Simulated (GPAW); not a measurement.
Crystal: PbSe (Clausthalite).

```
Pb Se
1.0
     0.00000    3.06065    3.06065
     3.06065    0.00000    3.06065
     3.06065    3.06065    0.00000
Pb Se
1 1
Direct
  0.00000 0.00000 0.00000
  0.50000 0.50000 0.50000
```

Base run:

| Quantity | Value |
| --- | --- |
| Program | GPAW 26.7.0 |
| Functional | rSCAN |
| Potentials or basis | GPAW PAW data sets (gpaw-data 1.2.1) |
| Cutoff | 600 eV |
| Basis | pw |
| k mesh | 6 × 6 × 6 |
| Occupations | fermi-dirac, width 0.05 eV |
| Spin | spin-orbit coupling, no magnetisation |

Its results: band gap on the k mesh 0.17 eV, direct; pressure 1.4 GPa.

**Question.** The run is repeated on the same cell with these changes: functional from rSCAN to PBE; cutoff from 600 eV to 500 eV; spin from spin-orbit coupling, no magnetisation to no spin polarisation. What comes out?

**Answer.** Band gap on the k mesh 0.24 eV, direct; pressure 2.0 GPa.

Several settings changed at once, so the effect can't be laid on one alone.

Caveats: spin-orbit coupling was added after a scalar SCF, so levels and gaps hold it while energy, forces, pressure and moments don't (some runs); this program's spin-orbit splittings come out too wide for heavy elements (some runs); the PAW data sets were made with another functional, which shifts forces and pressure a little (some runs); the cutoff is short for stress and forces, so pressures can be off by a GPa or more (some runs); spin-orbit coupling is left out, which as a rule narrows the gap of such compounds by several tenths of an eV (some runs).

A k mesh can miss the band edges.
